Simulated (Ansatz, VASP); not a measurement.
One calculation of Ir, two programs

Contents of INCAR:

```
ALGO = Normal ; EDIFF = 1E-6
ENCUT = 520 ; GGA = PE
ISIF = 2 ; ISMEAR = -1
LASPH = T ; LCHARG = F
LREAL = F ; LWAVE = F
NBANDS = 16 ; NELM = 60
PREC = Accurate ; SIGMA = 0.05
```

File KPOINTS:

```
k-points
0
Gamma
  14 14 14
```

File POSCAR:

```
Ir
1.0
    0.0000000000      2.6675485616      2.6675485616
    2.6675485616      0.0000000000      2.6675485616
    2.6675485616      2.6675485616      0.0000000000
Ir
2
Direct
   -0.1250000000     -0.1250000000     -0.1250000000
    0.1250000000      0.1250000000      0.1250000000
```

Input for Ansatz:

```yaml
crystal:
  lattice:
    - [0.0, 2.6675485616, 2.6675485616]
    - [2.6675485616, 0.0, 2.6675485616]
    - [2.6675485616, 2.6675485616, 0.0]
  atoms:
    - { symbol: Ir, position: [-0.125, -0.125, -0.125] }
    - { symbol: Ir, position: [0.125, 0.125, 0.125] }
kpoints:
  mp_grid: { grid: [14, 14, 14] }
scf:
  occupations: { method: fermi_dirac, width: 0.05 }
hamiltonian:
  xc: pbe
  pseudopotentials: { kind: paw }
output:
  forces: true
  stress: true
  eigenvalues: true
  populations: true
```

Change from the starting cell: volume scaled by 0.88, PAW files.

Alike in both runs: task single point; functional PBE; k mesh 14 × 14 × 14; occupations fermi-dirac, width 0.05 eV; no spin polarisation.

|  | VASP | Ansatz |
| --- | --- | --- |
| version | VASP 6.6.1 | Ansatz 0.2.0 |
| potentials or method | VASP PAW PBE potentials, release 64 (Ir) | PAW with Ansatz's default frozen-core files, scalar-relativistic |
| plane-wave cutoff (eV) | 520 | 420 |
| valence electrons in the cell | 18 | 34 |

|  | VASP | Ansatz | Ansatz less VASP |
| --- | --- | --- | --- |
| pressure (GPa) | 31.1 | 32.5 | +1.41 |

The functional is the same, so the differences come from potentials, cutoffs and numerics. The two sets of potentials don't hold the same shells in valence.

Caveats: so large a pressure means that the cell lies far from this level's equilibrium, or that cutoff or potentials fall short (VASP). The runs have no spin-orbit coupling, so splittings on Ir are missing.
